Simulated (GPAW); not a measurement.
Runs of GPAW 26.7.0 on TiO2. Symmetry: P4_2/mnm, No. 136, tetragonal system. Conventional cell: a = 4.600 Å, b = 4.600 Å, c = 2.959 Å, α = 90.00°, β = 90.00°, γ = 90.00°. Around Ti (site symmetry mmm) lie 6 O at 1.95 to 1.98 Å. O (site symmetry m2m) has 3 Ti at 1.95 to 1.98 Å as nearest neighbours. The cell is a database's computed one.

```csv
task,level,potentials or basis,U,cell,band path,band points,optimizer,fmax,max steps,gap on the mesh (eV),pressure (GPa),relaxed volume (Å³/atom),largest force (eV/Å)
band structure,revPBE,"the program's PAW data sets (release 1.2.1) made for this functional, pw",-,as given,"GXMGZRAZ,XR,MA",80,-,-,-,(d),9.2,-,0.06
relaxation of cell and atoms,revPBE+D3,"the program's PAW data sets (release 1.2.1) made for this functional, pw",-,relaxed,-,-,FIRE,0.05 eV/Å,40,1.86,-0.1,10.64,0.02
band structure,r2SCAN+U,"GPAW PAW data sets (gpaw-data 1.2.1), pw",Ti d U = 3.5 eV,as given,"GXMGZRAZ,XR,MA",80,-,-,-,2.84,4.5,-,0.04
band structure,rSCAN,"GPAW PAW data sets (gpaw-data 1.2.1), pw",-,as given,"GXMGZRAZ,XR,MA",60,-,-,-,2.19,-0.8,-,0.04
relaxation of cell and atoms,PBEsol+D4,"PAW data sets generated in the run's folder for this functional, pw",-,relaxed,-,-,LBFGS,0.02 eV/Å,60,1.87,0.0,(a),-
band structure,revTPSS,"GPAW PAW data sets (gpaw-data 1.2.1), pw",-,as given,"GXMGZRAZ,XR,MA",100,-,-,-,2.01,3.0,-,0.05
band structure,vdW-DF,"GPAW PAW data sets (gpaw-data 1.2.1), pw",-,as given,"GXMGZRAZ,XR,MA",60,-,-,-,1.89,-,-,(c)
band structure,MS2,"GPAW PAW data sets (gpaw-data 1.2.1), pw",-,as given,"GXMGZRAZ,XR,MA",60,-,-,-,2.25,1.0,-,0.01
relaxation of cell and atoms,PBEint,"PAW data sets generated in the run's folder for this functional, pw",-,relaxed,-,-,BFGS,0.02 eV/Å,60,1.86,0.0,10.51,0.02
band structure,TASK,"GPAW PAW data sets (gpaw-data 1.2.1), pw",-,as given,"GXMGZRAZ,XR,MA",80,-,-,-,(b),14.6,-,0.05
```

Alike in all rows: no spin polarisation; k mesh 4 × 4 × 6; cutoff (eV) 800; smearing fermi-dirac 0.05 eV.

Question: Fill in the values left out.

Answer: (a) 10.28; (b) 2.57; (c) 0.15; (d) 1.90.

Caveats: the PAW data sets were made with another functional, which shifts forces and pressure a little (some runs); later steps reuse the first step's grids (some runs).

A k mesh can miss the band edges.

Runs at the PBE level aren't shown here.
